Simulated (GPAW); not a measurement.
# GaN (P6_3mc) in GPAW: a series of runs

The runs below take GaN through G0W0 quasiparticle levels, with LDA.

Everything below comes from runs of GPAW 26.7.0. Logs are shortened: lines on timing, memory, paths and dates and some standing lists are left out, and cuts for length are marked. The log counts tension as positive stress, the text compression.

### Step 1. The crystal as given

The structure is hexagonal, space group P6_3mc (No. 186). The conventional cell has a = 3.115 Å, b = 3.115 Å, c = 5.061 Å, α = 90.00°, β = 90.00°, γ = 120.00°. Ga (site symmetry 3m) is surrounded by 4 N at 1.90 to 1.91 Å. N (site symmetry 3m) is surrounded by 4 Ga at 1.90 to 1.91 Å.

### Step 2. G0W0 quasiparticle levels, LDA

Input file run.py:

```python
import json
import numpy as np
from ase.dft.bandgap import bandgap
from ase.io import read, write
from gpaw import GPAW, PW
from gpaw.response.g0w0 import G0W0

atoms = read('GaN.xyz')

calc = GPAW(mode=PW(650),
            xc='LDA',
            kpts={'size': (3, 3, 2), 'gamma': True},
            occupations={'name': 'fermi-dirac', 'width': 0.001},
            nbands=18,
            convergence={'density': 1e-06},
            maxiter=150,
            txt='gpaw.txt')
atoms.calc = calc
energy = atoms.get_potential_energy()
calc.write('gs.gpw')
write('result.traj', atoms)
print(f'Energy: {energy:.6f} eV')
print('Fermi level:', round(calc.get_fermi_level(), 4), 'eV')
print(f'Gap: {bandgap(calc)[0]:.4f} eV, direct: {bandgap(calc, direct=True)[0]:.4f} eV')

calc.diagonalize_full_hamiltonian(nbands=106)
calc.write('full.gpw', mode='all')

ibz = calc.get_ibz_k_points()
gap, vbm, cbm = bandgap(calc, output=None)
gap, direct, _ = bandgap(calc, direct=True, output=None)
gamma = int(np.abs(ibz).sum(1).argmin())
kpts = sorted({gamma, vbm[1], cbm[1], direct[1]})
gw = G0W0(calc='full.gpw',
          filename='gw',
          ecut=104.2,
          ecut_extrapolation=True,
          relbands=(-2, 2),
          kpts=kpts,
          integrate_gamma='WS',
          ppa=True)
gw.calculate()
results = {mode: {key: np.asarray(r[key]).tolist() for key in ['f', 'eps', 'vxc', 'exx', 'sigma', 'Z', 'qp', 'sigma_eskn']}
           for mode, r in gw.all_results.items()}
json.dump({'kpts': ibz[kpts].tolist(), 'results': results}, open('gw.json', 'w'))
for mode, r in results.items():
    f, qp = np.array(r['f']), np.array(r['qp'])
    print(mode, 'quasiparticle energies (eV):')
    print(qp.round(3))
    print(mode, 'gap:', round(qp[f < 0.5].min() - qp[f > 0.5].max(), 4), 'eV')
```

Input file GaN.xyz:

```xyz
4
Lattice="3.1150838257 0.0000000000 0.0000000000 -1.5575419129 2.6977417280 0.0000000000 0.0000000000 0.0000000000 5.0605418376" Properties=species:S:1:pos:R:3 pbc="T T T"
Ga     1.5575419130      0.8992472426      2.5302709188
Ga    -0.0000000002      1.7984944854      0.0000000000
N      1.5575419130      0.8992472426      4.4279741079
N     -0.0000000002      1.7984944854      1.8977031891
```

Potentials or basis: the program's PAW data sets (release 1.2.1) made for this functional, pw.

On the command line:

```console
> OMP_NUM_THREADS=1 python run.py
```

gpaw.txt:

```text
__  _  _
 | _ |_)|_||  |
 |__||  | ||/\| - 26.7.0

Input parameters:
  mode=PW(ecut=650.0),
  convergence={'density': 1e-06},
  kpts=MonkhorstPack(size=(3, 3, 2), gamma=True),
  maxiter=150,
  nbands=18,
  occupations=Occupations(name='fermi-dirac', width=0.001),
  xc=XC(name='LDA')

Diagonalizing LCAO Hamiltonian
Converting LCAO to pw mode

           N

           Ga
        N

        Ga

Atoms  # Å, Bohr magnetons
|   | symbol |         x |        y |        z |    initial magnetic moments |
|---|--------|-----------|----------|----------|-----------------------------|
| 0 |     Ga |  1.557542 | 0.899247 | 2.530271 | ( 0.0000,  0.0000,  0.0000) |
| 1 |     Ga | -0.000000 | 1.798494 | 0.000000 | ( 0.0000,  0.0000,  0.0000) |
| 2 |      N |  1.557542 | 0.899247 | 4.427974 | ( 0.0000,  0.0000,  0.0000) |
| 3 |      N | -0.000000 | 1.798494 | 1.897703 | ( 0.0000,  0.0000,  0.0000) |

Unit cell  # Å
| periodic |         x |        y |        z |  lengths |     angles |
|----------|-----------|----------|----------|----------|------------|
|      yes |  3.115084 | 0.000000 | 0.000000 | 3.115084 |  90.000000 |
|      yes | -1.557542 | 2.697742 | 0.000000 | 3.115084 |  90.000000 |
|      yes |  0.000000 | 0.000000 | 5.060542 | 5.060542 | 120.000000 |

Number of symmetries: 6
Symmetry operations  # r_c * U_cc + t_c -> r_c
|   | kind |            matrix            |
|---|------|------------------------------|
| 0 |  σ   |  1, 1, 0,  0,-1, 0,  0, 0, 1 |
| 1 |  E   |  1, 0, 0,  0, 1, 0,  0, 0, 1 |
| 2 |  C3  |  0, 1, 0, -1,-1, 0,  0, 0, 1 |
| 3 |  σ   |  0,-1, 0, -1, 0, 0,  0, 0, 1 |
| 4 |  σ   | -1, 0, 0,  1, 1, 0,  0, 0, 1 |
| 5 |  C3  | -1,-1, 0,  1, 0, 0,  0, 0, 1 |

BZ-sampling:
  Number of BZ points: 18
  Number of IBZ points: 6

  Monkhorst-Pack size: [3, 3, 2]
  Monkhorst-Pack shift: [0.0, 0.0, 0.25]

K-points  # in reciprocal-cell coordinates
|   |                                coordinates |     weight |
|---|--------------------------------------------|------------|
| 0 | (  0.00000000,   0.00000000,   0.00000000) | 0.05555556 |
| 1 | (  0.00000000,   0.00000000,   0.50000000) | 0.05555556 |
| 2 | (  0.33333333,   0.00000000,   0.00000000) | 0.33333333 |
| 3 | (  0.33333333,   0.00000000,   0.50000000) | 0.33333333 |
| 4 | (  0.33333333,   0.33333333,   0.00000000) | 0.11111111 |
| 5 | (  0.33333333,   0.33333333,   0.50000000) | 0.11111111 |

Plane wave coefficients: 1641
Cutoff: 650.0 eV

Spin-components: 1 (collinear spins)
Bands:           18
Projectors:      20
Spin-degeneracy: 2
Datatype:        complex128

Parallelization:
  kpt:    1
  domain: 1
  band:   1

Density:
  Valence electrons: 16.0
  Components: 1
  Grid points: [20 20 30]
  Charge: 0.0  # |e|

Potential:
  Grid points: [20 20 30]

species:
  Ga:
    name:    Gallium
    Z:       31.0
    valence: 3
    core:    28
    charge:  0.0  # [|e|]
    compensation charges:
      type: gauss
      rc: 0.37  # [Å]
      lmax: 2
    cutoffs:
      filter: 2.06  # [Å]
      core: 4.17  # [Å]
    projectors
    | kind |    occ | energy [eV] | rcut [Å] |
    |------|--------|-------------|----------|
    |   4s |  2.000 |      -9.167 |    1.164 |
    |   4p |  1.000 |      -2.734 |    1.164 |
    |    s |        |      18.045 |    1.164 |
    |    p |        |      24.478 |    1.164 |
    |    d |        |       0.000 |    1.164 |

    Using partial waves for Ga as LCAO basis

  N:
    name:    Nitrogen
    Z:       7.0
    valence: 5
    core:    2
    charge:  0.0  # [|e|]
    compensation charges:
      type: gauss
      rc: 0.18  # [Å]
      lmax: 2
    cutoffs:
      filter: 1.11  # [Å]
      core: 0.96  # [Å]
    projectors
    | kind |    occ | energy [eV] | rcut [Å] |
    |------|--------|-------------|----------|
    |   2s |  2.000 |     -18.420 |    0.603 |
    |   2p |  3.000 |      -7.237 |    0.529 |
    |    s |        |       8.791 |    0.603 |
    |    p |        |      19.974 |    0.529 |
    |    d |        |       0.000 |    0.577 |

    Using partial waves for N as LCAO basis

Reference energy: -108557.861093  # eV

eigensolver:
  PPCG
  Converge bands: occupied
  niter=2

density mixing:
  MSR1-Mixer
  Pratt-step length: 0.05
  Maximum mixing coefficient: 0.75
  Old densities: 10
  SVD Regularization: 0.005
  Good broyden scale: 1.0
  Trust region scale: 1.0
  Backstep threshold: 4.0
  History deletion threshold: 6.0
  Fourier metric: weight=20.0, sigma=0.015

occupation numbers:
  Fermi-Dirac:
    width: 0.0010  # eV

poisson solver:
  ecut: 5200.0  # eV

xc functional:
  name: None

convergence criteria:
- Maximum integral of absolute [dens]ity change: 1e-06 electrons / valence electron
- Maximum [total energy] change in last 3 cyles: 0.0005 eV / valence electron
- Maximum integral of absolute [eigenst]ate change: 4e-08 eV^2 / valence electron
maximum number of iterations: 150

SCF iterations
|iter     | |      energy | eigst |  dens |
|---------|-|-------------|-------|-------|
|iter:   1| |  -31.064371 | -0.25 |       |
|iter:   2| |  -30.056520 | -1.84 | -0.56 |
|iter:   3| |  -27.139711 | -0.50 | -0.62 |
|iter:   4| |  -27.106707 | -2.84 | -1.30 |
|iter:   5| |  -27.097020 | -3.30 | -1.60 |
|iter:   6| |  -27.096992 | -5.55 | -2.81 |
|iter:   7| |  -27.096996c| -6.47 | -3.22 |
|iter:   8| |  -27.096996c| -7.34 | -4.12 |
|iter:   9| |  -27.096996c| -7.50c| -4.42 |
|iter:  10| |  -27.096996c| -8.18c| -5.15 |
|iter:  11| |  -27.096996c| -9.27c| -5.89 |
|iter:  12| |  -27.096996c|-10.04c| -6.32c|

Converged in 12 steps
Energy contributions relative to reference atoms: (reference = -108557.861093)

Energy contributions:
  Kinetic:          92.390560
  Coulomb:         -79.621263
  Zero:              0.194224
  External:          0.000000
  Xc:              -40.060516
  Entropy:          -0.000000
  Spinorbit:         0.000000
  ----------------------------
  Free energy:     -27.096996
  Extrapolated:    -27.096996

dipole moment: (-0.000023, -0.000040, -11.282882)  # |e|*Ang

Fermi level: 7.100
Eigenvalues  # (at kpt = [0.000, 0.000, 0.000])
| band index |      eig [eV] | occ [0-2] |
|------------|---------------|-----------|
|          0 |        -9.417 |     2.000 |
|          1 |        -6.678 |     2.000 |
|          2 |        -0.600 |     2.000 |
|          3 |         5.894 |     2.000 |
|          4 |         5.894 |     2.000 |
|          5 |         6.972 |     2.000 |
[... 8 lines left out ...]
|         14 |        19.162 |     0.000 |
|         15 |        19.162 |     0.000 |
|        ... |               |           |
|         17 |        22.593 |     0.000 |

Gap: 2.503 eV
Transition (v -> c):
  (s=0, k=0, n=7, [0.00, 0.00, 0.00]) -> (s=0, k=0, n=8, [0.00, 0.00, 0.00])
No difference between direct/indirect transitions
# Writing to gs.gpw (mode='')

Matrix size: 1641x1641
# Writing to full.gpw (mode='all')
```

Wall time 36 s (1 thread of Intel Xeon at 2.60GHz (Ice Lake), shared host); peak memory 0.39 GiB.

These settings aren't checked as converged: the numbers below hold their error.

Results:

- Free energy: -27.0970 eV
- Band gap on the k mesh, mean-field level: 2.50 eV, direct
- Quasiparticle gap: 4.10 eV
- Least direct quasiparticle gap: 4.10 eV

Caveat: the k mesh is coarse (spacing up to 0.78 Å⁻¹), so the values aren't converged; the quasiparticle gap is taken among the few k points that were corrected; the k mesh is too small for a converged quasiparticle gap; the long-wavelength limit can be off by a per cent or two.

### Step 3. G0W0 quasiparticle levels, LDA

This run uses another cell than the first one, of 10.86 Å³/atom, 1.021 times its volume.

run.py, as its differences from that of step 2:

```diff
@@ -35,3 +35,3 @@
           filename='gw',
-          ecut=104.2,
+          ecut=102.8,
           ecut_extrapolation=True,
```

Input file GaN.xyz:

```xyz
4
Lattice="3.1370217585 0.0000000000 0.0000000000 -1.5685108793 2.7167405351 0.0000000000 0.0000000000 0.0000000000 5.0961806304" Properties=species:S:1:pos:R:3 pbc="T T T"
Ga     1.5685108794      0.9055801783      2.5480903152
Ga    -0.0000000002      1.8111603568      0.0000000000
N      1.5685108794      0.9055801783      4.4591580516
N     -0.0000000002      1.8111603568      1.9110677364
```

Potentials or basis: the program's PAW data sets (release 1.2.1) made for this functional, pw.

On the command line:

```console
> OMP_NUM_THREADS=1 python run.py
```

gpaw.txt:

```text
__  _  _
 | _ |_)|_||  |
 |__||  | ||/\| - 26.7.0

Input parameters:
  mode=PW(ecut=650.0),
  convergence={'density': 1e-06},
  kpts=MonkhorstPack(size=(3, 3, 2), gamma=True),
  maxiter=150,
  nbands=18,
  occupations=Occupations(name='fermi-dirac', width=0.001),
  xc=XC(name='LDA')

Diagonalizing LCAO Hamiltonian
Converting LCAO to pw mode

           N

           Ga
        N

        Ga

Atoms  # Å, Bohr magnetons
|   | symbol |         x |        y |        z |    initial magnetic moments |
|---|--------|-----------|----------|----------|-----------------------------|
| 0 |     Ga |  1.568511 | 0.905580 | 2.548090 | ( 0.0000,  0.0000,  0.0000) |
| 1 |     Ga | -0.000000 | 1.811160 | 0.000000 | ( 0.0000,  0.0000,  0.0000) |
| 2 |      N |  1.568511 | 0.905580 | 4.459158 | ( 0.0000,  0.0000,  0.0000) |
| 3 |      N | -0.000000 | 1.811160 | 1.911068 | ( 0.0000,  0.0000,  0.0000) |

Unit cell  # Å
| periodic |         x |        y |        z |  lengths |     angles |
|----------|-----------|----------|----------|----------|------------|
|      yes |  3.137022 | 0.000000 | 0.000000 | 3.137022 |  90.000000 |
|      yes | -1.568511 | 2.716741 | 0.000000 | 3.137022 |  90.000000 |
|      yes |  0.000000 | 0.000000 | 5.096181 | 5.096181 | 120.000000 |

Number of symmetries: 6
Symmetry operations  # r_c * U_cc + t_c -> r_c
|   | kind |            matrix            |
|---|------|------------------------------|
| 0 |  σ   |  1, 1, 0,  0,-1, 0,  0, 0, 1 |
| 1 |  E   |  1, 0, 0,  0, 1, 0,  0, 0, 1 |
| 2 |  C3  |  0, 1, 0, -1,-1, 0,  0, 0, 1 |
| 3 |  σ   |  0,-1, 0, -1, 0, 0,  0, 0, 1 |
| 4 |  σ   | -1, 0, 0,  1, 1, 0,  0, 0, 1 |
| 5 |  C3  | -1,-1, 0,  1, 0, 0,  0, 0, 1 |

BZ-sampling:
  Number of BZ points: 18
  Number of IBZ points: 6

  Monkhorst-Pack size: [3, 3, 2]
  Monkhorst-Pack shift: [0.0, 0.0, 0.25]

K-points  # in reciprocal-cell coordinates
|   |                                coordinates |     weight |
|---|--------------------------------------------|------------|
| 0 | (  0.00000000,   0.00000000,   0.00000000) | 0.05555556 |
| 1 | (  0.00000000,   0.00000000,   0.50000000) | 0.05555556 |
| 2 | (  0.33333333,   0.00000000,   0.00000000) | 0.33333333 |
| 3 | (  0.33333333,   0.00000000,   0.50000000) | 0.33333333 |
| 4 | (  0.33333333,   0.33333333,   0.00000000) | 0.11111111 |
| 5 | (  0.33333333,   0.33333333,   0.50000000) | 0.11111111 |

Plane wave coefficients: 1653
Cutoff: 650.0 eV

Spin-components: 1 (collinear spins)
Bands:           18
Projectors:      20
Spin-degeneracy: 2
Datatype:        complex128

Parallelization:
  kpt:    1
  domain: 1
  band:   1

Density:
  Valence electrons: 16.0
  Components: 1
  Grid points: [20 20 30]
  Charge: 0.0  # |e|

Potential:
  Grid points: [20 20 30]

species:
  Ga:
    name:    Gallium
    Z:       31.0
    valence: 3
    core:    28
    charge:  0.0  # [|e|]
    compensation charges:
      type: gauss
      rc: 0.37  # [Å]
      lmax: 2
    cutoffs:
      filter: 2.06  # [Å]
      core: 4.17  # [Å]
    projectors
    | kind |    occ | energy [eV] | rcut [Å] |
    |------|--------|-------------|----------|
    |   4s |  2.000 |      -9.167 |    1.164 |
    |   4p |  1.000 |      -2.734 |    1.164 |
    |    s |        |      18.045 |    1.164 |
    |    p |        |      24.478 |    1.164 |
    |    d |        |       0.000 |    1.164 |

    Using partial waves for Ga as LCAO basis

  N:
    name:    Nitrogen
    Z:       7.0
    valence: 5
    core:    2
    charge:  0.0  # [|e|]
    compensation charges:
      type: gauss
      rc: 0.18  # [Å]
      lmax: 2
    cutoffs:
      filter: 1.11  # [Å]
      core: 0.96  # [Å]
    projectors
    | kind |    occ | energy [eV] | rcut [Å] |
    |------|--------|-------------|----------|
    |   2s |  2.000 |     -18.420 |    0.603 |
    |   2p |  3.000 |      -7.237 |    0.529 |
    |    s |        |       8.791 |    0.603 |
    |    p |        |      19.974 |    0.529 |
    |    d |        |       0.000 |    0.577 |

    Using partial waves for N as LCAO basis

Reference energy: -108557.861093  # eV

eigensolver:
  PPCG
  Converge bands: occupied
  niter=2

density mixing:
  MSR1-Mixer
  Pratt-step length: 0.05
  Maximum mixing coefficient: 0.75
  Old densities: 10
  SVD Regularization: 0.005
  Good broyden scale: 1.0
  Trust region scale: 1.0
  Backstep threshold: 4.0
  History deletion threshold: 6.0
  Fourier metric: weight=20.0, sigma=0.015

occupation numbers:
  Fermi-Dirac:
    width: 0.0010  # eV

poisson solver:
  ecut: 5200.0  # eV

xc functional:
  name: None

convergence criteria:
- Maximum integral of absolute [dens]ity change: 1e-06 electrons / valence electron
- Maximum [total energy] change in last 3 cyles: 0.0005 eV / valence electron
- Maximum integral of absolute [eigenst]ate change: 4e-08 eV^2 / valence electron
maximum number of iterations: 150

SCF iterations
|iter     | |      energy | eigst |  dens |
|---------|-|-------------|-------|-------|
|iter:   1| |  -31.078606 | -0.26 |       |
|iter:   2| |  -30.081941 | -1.85 | -0.57 |
|iter:   3| |  -27.234218 | -0.51 | -0.62 |
|iter:   4| |  -27.202305 | -2.88 | -1.30 |
|iter:   5| |  -27.192643 | -3.33 | -1.59 |
|iter:   6| |  -27.192620 | -5.56 | -2.82 |
|iter:   7| |  -27.192624c| -6.39 | -3.22 |
|iter:   8| |  -27.192624c| -7.20 | -4.05 |
|iter:   9| |  -27.192624c| -7.57c| -4.39 |
|iter:  10| |  -27.192624c| -8.26c| -5.09 |
|iter:  11| |  -27.192624c| -9.18c| -5.85 |
|iter:  12| |  -27.192624c| -9.97c| -6.46c|

Converged in 12 steps
Energy contributions relative to reference atoms: (reference = -108557.861093)

Energy contributions:
  Kinetic:          84.117148
  Coulomb:         -72.694206
  Zero:              0.182760
  External:          0.000000
  Xc:              -38.798326
  Entropy:          -0.000000
  Spinorbit:         0.000000
  ----------------------------
  Free energy:     -27.192624
  Extrapolated:    -27.192624

dipole moment: (-0.000023, -0.000040, -11.395279)  # |e|*Ang

Fermi level: 6.834
Eigenvalues  # (at kpt = [0.000, 0.000, 0.000])
| band index |      eig [eV] | occ [0-2] |
|------------|---------------|-----------|
|          0 |        -9.492 |     2.000 |
|          1 |        -6.842 |     2.000 |
|          2 |        -0.719 |     2.000 |
|          3 |         5.658 |     2.000 |
|          4 |         5.658 |     2.000 |
|          5 |         6.706 |     2.000 |
[... 8 lines left out ...]
|         14 |        18.726 |     0.000 |
|         15 |        18.726 |     0.000 |
|        ... |               |           |
|         17 |        22.195 |     0.000 |

Gap: 2.352 eV
Transition (v -> c):
  (s=0, k=0, n=7, [0.00, 0.00, 0.00]) -> (s=0, k=0, n=8, [0.00, 0.00, 0.00])
No difference between direct/indirect transitions
# Writing to gs.gpw (mode='')

Matrix size: 1653x1653
# Writing to full.gpw (mode='all')
```

It took 36 s on 1 thread of Intel Xeon at 2.60GHz (Ice Lake), shared host; peak memory 0.4 GiB.

These settings aren't checked as converged: the numbers below hold their error.

Results:

| Item | Value |
| --- | --- |
| Free energy | -27.1926 eV |
| Band gap on the k mesh, mean-field level | 2.35 eV, direct |
| Quasiparticle gap | 3.90 eV |
| Least direct quasiparticle gap | 3.90 eV |

Caveat: the k mesh is coarse (spacing up to 0.77 Å⁻¹), so the values aren't converged; the quasiparticle gap is taken among the few k points that were corrected; the k mesh is too small for a converged quasiparticle gap; the long-wavelength limit can be off by a per cent or two.
